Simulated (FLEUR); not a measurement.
The system is Nb.

```xyz
1
Lattice="-1.6640 1.6640 1.6640 1.6640 -1.6640 1.6640 1.6640 1.6640 -1.6640" Properties=species:S:1:pos:R:3 pbc="T T T"
Nb    0.0000    0.0000    0.0000
```

| Property | Result |
| --- | --- |
| Program | FLEUR MaX-R8.1 (later development tree) |
| Task | single point |
| Functional | PBE |
| Potentials or basis | all-electron |
| Basis | FLAPW |
| Kmax | 3.8 1/bohr |
| k mesh | 11 × 11 × 11 |
| Occupations | fermi-dirac, width 0.05 eV |
| Spin | no spin polarisation |
| Gmax | 11.8 1/bohr |
| Muffin-tin radii | Nb 2.47 bohr |
| lmax | Nb 10 |
| Local orbitals a species | Nb 5 |
| Max iterations | 60 |
| Mixing factor | 0.05 |
| Mixer | Anderson |
| Mixer history | 15 |
| Density convergence | 1e-05 me/bohr^3 |

On this cell: band gap on the k mesh none (metal or under the smearing width).

The same run follows on a disturbed copy (cell strained at random at fixed volume):

```xyz
1
Lattice="-1.6548 1.6619 1.6631 1.6119 -1.6698 1.6281 1.7028 1.7178 -1.6710" Properties=species:S:1:pos:R:3 pbc="T T T"
Nb    0.0014    0.0170   -0.0261
```

What does the disturbed cell give?

The energy (extrapolated to zero smearing) moves by +3.6 meV/atom; band gap on the k mesh none (metal or under the smearing width).
